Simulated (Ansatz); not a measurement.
**Which element?**

Cell vectors (Å):

```
 3.1826  0.0000  0.0000
-1.5913  2.7562  0.0000
 0.0000  0.0000  5.1854
```

```json
{"atom": "X", "a": "0.3333", "b": "0.6667", "c": "-0.0008"}
{"atom": "X", "a": "0.6667", "b": "0.3333", "c": "0.4992"}
{"atom": "N", "a": "0.3333", "b": "0.6667", "c": "0.3758"}
{"atom": "N", "a": "0.6667", "b": "0.3333", "c": "0.8758"}
```

All numbers below come from PBEsol, all-electron LAPW in Ansatz 0.2.0, with spin-orbit coupling. k mesh 8×8×4, fine mesh 10×10×6, fixed occupations, lines of 0.2 eV.

Independent-particle optical response of a crystal from Kohn-Sham bands on the fine mesh, no local fields or excitons; Cartesian axes as in the cell vectors.

* Fine mesh: 10, 10, 6
* Line width: 0.2 eV
* Further gaussian width: 0.3 eV

| photon energy (eV) | dielectric imag xx |
| --- | --- |
| 0.8 | 0 |
| 1.6 | 0.36 |
| 2.4 | 0.84 |
| 3.2 | 1.39 |
| 4 | 1.65 |
| 4.8 | 2.1 |
| 5.6 | 5.23 |
| 6.4 | 7.6 |
| 7.2 | 7.33 |
| 8 | 6.7 |
| 8.8 | 7.44 |
| 9.6 | 5.42 |
| 10.4 | 5.21 |
| 11.2 | 6.94 |
| 12 | 4.71 |
| 12.8 | 2.4 |
| 13.6 | 1.99 |
| 14.4 | 1.55 |
| 15.2 | 1.05 |
| 16 | 0.84 |
| 16.8 | 0.84 |
| 17.6 | 0.71 |
| 18.4 | 0.67 |
| 19.2 | 0.6 |
| 20 | 0.48 |

All X atoms are one element. Which one was computed?

Ga; the crystal is GaN (P6_3mc).

Known limits: semilocal gaps are low, and what follows the gap (onsets, screening, light masses) shifts with it; filled d bands lie too high at this level, so their transitions start too early; spectra summed at the mesh points alone.
